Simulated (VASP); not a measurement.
# HfN (F-43m) in VASP: a series of runs

One crystal, HfN, is run at these levels: LDA; tasks: equation of state.

Everything below comes from runs of VASP 6.6.1. Logs are shortened: lines on timing, memory, paths and dates and some standing lists are left out, and cuts for length are marked.

### 1 Starting point

The structure is cubic, space group F-43m (No. 216). The conventional cell has a = 4.827 Å, b = 4.827 Å, c = 4.827 Å, α = 90.00°, β = 90.00°, γ = 90.00°. Hf (site symmetry -43m) is surrounded by 4 N at 2.09 Å. N (site symmetry -43m) is surrounded by 4 Hf at 2.09 Å.

The cell comes from a database or a generator and needn't be the stable form of this composition.

### 2 Equation of state, LDA, 13.50 Å³/atom (a relaxed cell with its volume scaled by 0.96)

Input file INCAR:

```
PREC     = Accurate       # precision mode
ENCUT    = 520            # plane-wave cutoff, eV
EDIFF    = 1E-7           # SCF threshold, eV
ISMEAR   = -1             # smearing method
SIGMA    = 0.05           # smearing width, eV
LREAL    = False          # projectors in reciprocal space
LASPH    = True           # aspherical terms in the spheres
NELM     = 60             # most SCF steps
ALGO     = Normal         # electronic algorithm
ISIF     = 2              # what is computed and relaxed
LWAVE    = False          # write WAVECAR
LCHARG   = False          # write CHGCAR
GGA      = CA             # functional
```

Input file KPOINTS:

```
regular mesh
0
Gamma
  8 8 8
```

Input file POSCAR:

```
HfN                                     
1.0
    0.0000000000      2.3808699019      2.3808699019
    2.3808699019     -0.0000000000      2.3808699019
    2.3808699019      2.3808699019      0.0000000000
  Hf              N             
     1     1
Direct
     0.0000000000000000    0.0000000000000000    0.0000000000000000
     0.2500000000000000    0.2500000000000000    0.2500000000000000
```

Potentials or basis: VASP PAW LDA potentials, release 64 (Hf_pv, N).

Command:

```bash
cat potpaw_LDA.64/Hf_pv/POTCAR potpaw_LDA.64/N/POTCAR > POTCAR
mpirun -np 1 vasp_std > vasp.out
```

OUTCAR:

```text
PREC = Accurate
   ENCUT = 520
   EDIFF = 1E-7
   ISMEAR = -1
   LREAL = False
   LASPH = True
   NELM = 60
   ISIF = 2
   GGA = CA

 ion  position               nearest neighbor table
   1  0.000  0.000  0.000-   2 2.06   2 2.06   2 2.06   2 2.06
   2  0.250  0.250  0.250-   1 2.06   1 2.06   1 2.06   1 2.06

  LATTYP: Found a face centered cubic cell.
 ALAT       =     4.7617398038

  Lattice vectors:

 A1 = (   0.0000000000,   2.3808699019,   2.3808699019)
 A2 = (   2.3808699019,   0.0000000000,   2.3808699019)
 A3 = (   2.3808699019,   2.3808699019,   0.0000000000)

Analysis of symmetry for initial positions (statically):
=====================================================================
 Subroutine PRICEL returns:
 Original cell was already a primitive cell.

 Routine SETGRP: Setting up the symmetry group for a
 face centered cubic supercell.

 Subroutine GETGRP returns: Found 24 space group operations
 (whereof 24 operations were pure point group operations)
 out of a pool of 48 trial point group operations.

The static configuration has the point symmetry T_d .

Analysis of symmetry for dynamics (positions and initial velocities):
=====================================================================
 Subroutine PRICEL returns:
 Original cell was already a primitive cell.

 Routine SETGRP: Setting up the symmetry group for a
 face centered cubic supercell.

 Subroutine GETGRP returns: Found 24 space group operations
 (whereof 24 operations were pure point group operations)
 out of a pool of 48 trial point group operations.

The dynamic configuration has the point symmetry T_d .

 Subroutine INISYM returns: Found 24 space group operations
 (whereof 24 operations are pure point group operations),
 and found     1 'primitive' translations

----------------------------------------------------------------------------------------

                                     Primitive cell

  volume of cell :      26.9921

  direct lattice vectors                    reciprocal lattice vectors
     0.000000000  2.380869902  2.380869902    -0.210007275  0.210007275  0.210007275
     2.380869902  0.000000000  2.380869902     0.210007275 -0.210007275  0.210007275
     2.380869902  2.380869902  0.000000000     0.210007275  0.210007275 -0.210007275

  length of vectors
     3.367058506  3.367058506  3.367058506     0.363743270  0.363743270  0.363743270

  position of ions in fractional coordinates (direct lattice)
     0.000000000  0.000000000  0.000000000
[... 81 lines left out ...]
   NSW    =      0    number of steps for IOM
   IBRION =     -1    ionic relax: 0-MD 1-quasi-New 2-CG
   NFREE  =      0    steps in history (QN), initial steepest desc. (CG)
   ISIF   =      2    stress and relaxation
   ISYM   =      2    0-nonsym 1-usesym 2-fastsym
   POTIM  = 0.5000    time-step for ionic-motion
   TEBEG  =    0.0;   TEEND  =   0.0 temperature during run
   PSTRESS=    0.0 pullay stress
   NELECT =      15.0000    total number of electrons
   NUPDOWN=      -1.0000    fix difference up-down
   EMIN   =  10.00;   EMAX   =-10.00  energy-range for DOS
   EFERMI =   0.00;   METHOD = LEGACY
   ISMEAR =    -1;   SIGMA  =   0.05  broadening in eV -4-tet -1-fermi 0-gaus
   EFERMI_NEDOS =   21; number of points for ismear=-14 and -15
   IALGO  =     38    algorithm
   IMIX   =      4    mixing-type and parameters
     AMIX     =   0.40;   BMIX     =  1.00
     AMIX_MAG =   1.60;   BMIX_MAG =  1.00
  volume/ion in A,a.u.               =      13.50        91.08
  Fermi-wavevector in a.u.,A,eV,Ry     =   1.345942  2.543461 24.647758  1.811559
  Thomas-Fermi vector in A             =   2.473814
   LORBIT       =      0    0 simple, 1 ext, 2 COOP (PROOUT), +10 PAW based schemes
   GGA     = CA    functional components
   LHFCALC =     F    Hartree Fock is set to
   AEXX    =    0.0000 exact exchange contribution
   IVDW    =     0    specifies the selected vdW correction
   LEPSILON=     F    determine dielectric tensor
   LRPA    =     F    only Hartree local field effects (RPA)
 non-spin polarized calculation
  energy-cutoff  :      520.00
  volume of cell :       26.99
 maximum number of plane-waves:       740
 NGX is ok and might be reduce to    28
   NGX = 13   NGY = 13   NGZ = 13

 number of electron      14.9999999 magnetization

 Free energy of the ion-electron system (eV)
  ---------------------------------------------------
  ext. energy  EPLUGINS =         0.00000000
  ---------------------------------------------------
  free energy    TOTEN  =       -23.03668770 eV

  energy without entropy =      -23.03367185  energy(sigma->0) =      -23.03517978

 E-fermi :   6.3155     XC(G=0): -11.9450

 val. band max:        6.2617231171   @ k =  -0.3750   0.2500   0.1250
 cond. band min:       6.5845062854   @ k =   0.3750   0.2500   0.1250
 fundamental gap:      0.3227831683
 Fermi energy:         6.3155446463

 k-point     1 :       0.0000    0.0000    0.0000
  band No.  band energies     occupation
      1     -24.3090      2.00000
      2     -24.3090      2.00000
      3     -24.3090      2.00000
      4     -10.0658      2.00000
      5       0.4237      2.00000
      6       0.4237      2.00000
      7       0.4237      2.00000
      8       5.9183      1.99929
      9       8.6488      0.00000
     10       8.6488      0.00000
     11      13.4545      0.00000
[... 309 lines left out ...]
 k-point    24 :      -0.3750    0.2500    0.1250
  band No.  band energies     occupation
      1     -24.9231      2.00000
      2     -24.5734      2.00000
      3     -24.4529      2.00000
      4      -8.4697      2.00000
      5       0.5752      2.00000
      6       0.7337      2.00000
      7       1.8007      2.00000
      8       6.2617      1.49164
      9       8.3183      0.00000
     10       9.4395      0.00000
     11      12.6417      0.00000

 [... further k-points ...]
[... 5 lines left out ...]
  --------------------------------------------------------------------------------------
  -------------------------------------------------------------------------------------
  Total        1.6618239      1.6618239      1.6618239      0.0000000     -0.0000000      0.0000000
  in kB       98.6412537     98.6412537     98.6412537      0.0000000     -0.0000000      0.0000000
  external PRESSURE =      98.6412537 kB  Pullay stress =       0.0000000 kB

 VOLUME and BASIS-vectors are now :
 -----------------------------------------------------------------------------
  energy-cutoff  :      520.00
  volume of cell :       26.99
      direct lattice vectors                 reciprocal lattice vectors
     0.000000000  2.380869902  2.380869902    -0.210007275  0.210007275  0.210007275
     2.380869902  0.000000000  2.380869902     0.210007275 -0.210007275  0.210007275
     2.380869902  2.380869902  0.000000000     0.210007275  0.210007275 -0.210007275

 POSITION                                       TOTAL-FORCE (eV/Angst)
 -----------------------------------------------------------------------------------
      0.00000      0.00000      0.00000         0.000000     -0.000000      0.000000
      1.19043      1.19043      1.19043        -0.000000      0.000000     -0.000000
 -----------------------------------------------------------------------------------
    total drift:                               -0.000000     -0.000000     -0.000000

  FREE ENERGIE OF THE ION-ELECTRON SYSTEM (eV)
  ---------------------------------------------------
  free  energy   TOTEN  =       -23.0366876968 eV

  energy  without entropy=      -23.0336718541  energy(sigma->0) =      -23.03517978
```

OSZICAR:

```text
N       E                     dE             d eps       ncg     rms          rms(c)
DAV:   1     0.431400760484E+02    0.43140E+02   -0.81923E+03   638   0.126E+03
DAV:   2    -0.241072647094E+02   -0.67247E+02   -0.63263E+02   826   0.258E+02
DAV:   3    -0.265958265348E+02   -0.24886E+01   -0.24681E+01   798   0.422E+01
DAV:   4    -0.266180990387E+02   -0.22273E-01   -0.22253E-01   745   0.426E+00
DAV:   5    -0.266184941992E+02   -0.39516E-03   -0.39512E-03   877   0.467E-01    0.644E+01
DAV:   6    -0.231864673137E+02    0.34320E+01   -0.20846E+01   674   0.318E+01    0.467E+01
DAV:   7    -0.230657105386E+02    0.12076E+00   -0.92372E-01   719   0.817E+00    0.255E+01
DAV:   8    -0.230399300147E+02    0.25781E-01   -0.58285E-02   740   0.253E+00    0.393E+00
DAV:   9    -0.230369694345E+02    0.29606E-02   -0.20217E-02   758   0.107E+00    0.134E+00
DAV:  10    -0.230367299222E+02    0.23951E-03   -0.24998E-03   746   0.433E-01    0.403E-01
DAV:  11    -0.230366886685E+02    0.41254E-04   -0.18453E-04   799   0.128E-01    0.874E-02
DAV:  12    -0.230366877228E+02    0.94569E-06   -0.19025E-05   788   0.391E-02    0.312E-02
DAV:  13    -0.230366876968E+02    0.25991E-07   -0.42256E-07   754   0.674E-03
   1 F= -.23036688E+02 E0= -.23035180E+02  d E =-.301584E-02
```

stdout:

```text
POSCAR found type information on POSCAR HfN
 POSCAR found :  2 types and       2 ions
 scaLAPACK will be used
 LDA part: xc-table for (Slater(with rela. corr.)+CA(PZ))
 , standard interpolation
 POSCAR, INCAR and KPOINTS ok, starting setup
 FFT: planning ... GRIDC
 FFT: planning ... GRID_SOFT
 FFT: planning ... GRID
 WAVECAR not read
 entering main loop
```

Run time: 14 s. Hardware: 1 thread of AMD EPYC 7R13 (Zen 3), shared host; peak memory 0.11 GiB.

What came out:

```
Free energy            : -23.0367 eV
Pressure               : 9.9 GPa
Band gap on the k mesh : none (metal or under the smearing width)
```

### 3 Equation of state, LDA, 13.78 Å³/atom (a relaxed cell with its volume scaled by 0.98)

INCAR is that of step 2.

KPOINTS is that of step 2.

Input file POSCAR:

```
HfN                                     
1.0
    0.0000000000      2.3972902132      2.3972902132
    2.3972902132     -0.0000000000      2.3972902132
    2.3972902132      2.3972902132      0.0000000000
  Hf              N             
     1     1
Direct
     0.0000000000000000    0.0000000000000000    0.0000000000000000
     0.2500000000000000    0.2500000000000000    0.2500000000000000
```

Potentials or basis: VASP PAW LDA potentials, release 64 (Hf_pv, N).

Command:

```bash
cat potpaw_LDA.64/Hf_pv/POTCAR potpaw_LDA.64/N/POTCAR > POTCAR
mpirun -np 1 vasp_std > vasp.out
```

It took 12 s on 1 thread of AMD EPYC 7R13 (Zen 3), shared host; peak memory 0.11 GiB.

The run converged. Its results:

```
Free energy            : -23.0624 eV
Pressure               : 4.7 GPa
Band gap on the k mesh : none (metal or under the smearing width)
```

### 4 Equation of state, LDA, 14.06 Å³/atom

INCAR is that of step 3.

KPOINTS is that of step 3.

Input file POSCAR:

```
HfN                                     
1.0
    0.0000000000      2.4134886114      2.4134886114
    2.4134886114     -0.0000000000      2.4134886114
    2.4134886114      2.4134886114      0.0000000000
  Hf              N             
     1     1
Direct
     0.0000000000000000    0.0000000000000000    0.0000000000000000
     0.2500000000000000    0.2500000000000000    0.2500000000000000
```

Command:

```bash
cat potpaw_LDA.64/Hf_pv/POTCAR potpaw_LDA.64/N/POTCAR > POTCAR
mpirun -np 1 vasp_std > vasp.out
```

Wall time 13 s (1 thread of AMD EPYC 7R13 (Zen 3), shared host); peak memory 0.11 GiB.

The run converged. Its results:

```yaml
Free_energy: -23.0709 eV
Pressure: 0.0 GPa
Band_gap_on_the_k_mesh: none (metal or under the smearing width)
```

### 5 Equation of state, LDA, 14.34 Å³/atom (a relaxed cell with its volume scaled by 1.02)

INCAR is that of step 4.

KPOINTS is that of step 4.

Input file POSCAR:

```
HfN                                     
1.0
    0.0000000000      2.4294724455      2.4294724455
    2.4294724455     -0.0000000000      2.4294724455
    2.4294724455      2.4294724455      0.0000000000
  Hf              N             
     1     1
Direct
     0.0000000000000000    0.0000000000000000    0.0000000000000000
     0.2500000000000000    0.2500000000000000    0.2500000000000000
```

Command:

```bash
cat potpaw_LDA.64/Hf_pv/POTCAR potpaw_LDA.64/N/POTCAR > POTCAR
mpirun -np 1 vasp_std > vasp.out
```

It took 14 s on 1 thread of AMD EPYC 7R13 (Zen 3), shared host; peak memory 0.11 GiB.

The run converged. Its results:

```yaml
Free_energy: -23.0639 eV
Pressure: -4.2 GPa
Band_gap_on_the_k_mesh: none (metal or under the smearing width)
```

### 6 Equation of state, LDA, 14.62 Å³/atom (a relaxed cell with its volume scaled by 1.04)

INCAR is that of step 5.

KPOINTS is that of step 5.

Input file POSCAR:

```
HfN                                     
1.0
    0.0000000000      2.4452486827      2.4452486827
    2.4452486827     -0.0000000000      2.4452486827
    2.4452486827      2.4452486827      0.0000000000
  Hf              N             
     1     1
Direct
     0.0000000000000000    0.0000000000000000    0.0000000000000000
     0.2500000000000000    0.2500000000000000    0.2500000000000000
```

Potentials or basis: VASP PAW LDA potentials, release 64 (Hf_pv, N).

Command:

```bash
cat potpaw_LDA.64/Hf_pv/POTCAR potpaw_LDA.64/N/POTCAR > POTCAR
mpirun -np 1 vasp_std > vasp.out
```

Wall time 15 s (1 thread of AMD EPYC 7R13 (Zen 3), shared host); peak memory 0.12 GiB.

It converged, with:

- Free energy: -23.0428 eV
- Pressure: -8.0 GPa
- Band gap on the k mesh: none (metal or under the smearing width)

### 7 Equation of state, LDA

This step only gathers the single runs of the series.

What came out:

```
Equilibrium volume                      : 14.07 Å³/atom
Bulk modulus                            : 221 GPa
Pressure derivative of the bulk modulus : 4.1 (rough: it moves with the points fitted)
```

Energy against volume, from the lowest point:
```csv
volume (Å³/atom),energy (meV/atom)
13.496,17.13
13.777,4.26
14.058,0.00
14.340,3.53
14.621,14.09
```

Spin-orbit coupling is left out, which matters for the levels of Hf.
